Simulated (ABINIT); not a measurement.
Runs of ABINIT 10.8.3 (patched build) on SiC (Moissanite 6H). Symmetry: P6_3mc, No. 186, hexagonal system. Conventional cell: a = 3.095 Å, b = 3.095 Å, c = 15.170 Å, α = 90.00°, β = 90.00°, γ = 120.00°. Around Si (site symmetry 3m) lie 4 C at 1.90 Å. Si (site symmetry 3m) has 4 C at 1.90 Å as nearest neighbours. Si (site symmetry 3m) is surrounded by 4 C at 1.90 Å. C (site symmetry 3m) is surrounded by 4 Si at 1.90 Å. C (site symmetry 3m) is surrounded by 4 Si at 1.90 Å. Around C (site symmetry 3m) lie 4 Si at 1.90 Å. 

| task | level | potentials or basis | k mesh | cutoff (eV) | fine-grid cutoff | gap on the mesh (eV) | pressure (GPa) | largest force (eV/Å) |
| --- | --- | --- | --- | --- | --- | --- | --- | --- |
| single point | PBE | JTH PAW PBE v2.0 | 8 × 8 × 2 | 544 | 1088.46 eV | 2.03 | -0.2 | 0.15 |
| single point | PBE | JTH PAW PBE v2.0 | 10 × 10 × 2 | 517 | 1034.03 eV | 2.03 | -0.3 | 0.14 |
| band structure | r2SCAN | JTH PAW PBE v2.0 | 10 × 10 × 2 | 626 | 1224.51 eV | (a) | - | 0.07 |
| single point | LDA | JTH PAW LDA v2.0 | 8 × 8 × 2 | 544 | 1088.46 eV | 1.98 | -7.5 | 0.15 |
| band structure | PBEsol | JTH PAW PBE v2.0 | 10 × 10 × 2 | 517 | 1034.03 eV | (b) | (c) | 0.14 |

Alike in all rows: no spin polarisation; cell as given; smearing fermi-dirac 0.05 eV.

**Question.** Estimate the missing entries.

**Answer.** (a) 2.36; (b) 1.92; (c) -3.6.

Caveats: the PAW data sets were made with another functional, which shifts forces and pressure a little (some runs).

A k mesh can miss the band edges.

Not every run made on this cell is shown here.
